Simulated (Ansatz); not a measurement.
## AlCu3: strain energy, fitted

AlCu3, Pmmn, a = 4.176 Å, b = 5.118 Å, c = 4.473 Å. The structure is a Materials Project entry; whether it is the stable form wasn't checked. Ansatz: PBEsol, PAW, 420 eV, Γ-centred 8×8×8 mesh on 8 atoms, Gaussian smearing 0.10 eV; no spin polarisation. Series: biaxial strain in the a-b plane, c and atoms relaxed; x is the strain in per cent. y is the free energy over the unstrained cell, V0 = 11.949 Å³/atom.

```
x (%) y (meV/atom)
 -4.0         32.61
 -2.0             ?
  0.0          0.00
  2.0          6.72
  4.0         23.98
```

Fit y = c2 x² + c3 x³ to the other rows, turn c2 into a modulus, and predict the missing energy.

Least squares on the rows shown. y = 1.7698 x² − 0.067247 x³. In eV per unit strain² c2 is 17.70; M is the biaxial modulus (E = M V0 ε²): 17.70 × 160.2 / (11.949) = 237 GPa. At x = -2.0 the fit asked for gives 7.62 meV/atom. The run gave 7.56 meV/atom, so the fit is 0.06 meV/atom too high, within the rms miss on the fitted rows (0.11 meV/atom).

Cost: 5 runs of about 30 core-minutes in all, on Arm Neoverse V1 (shared hosts).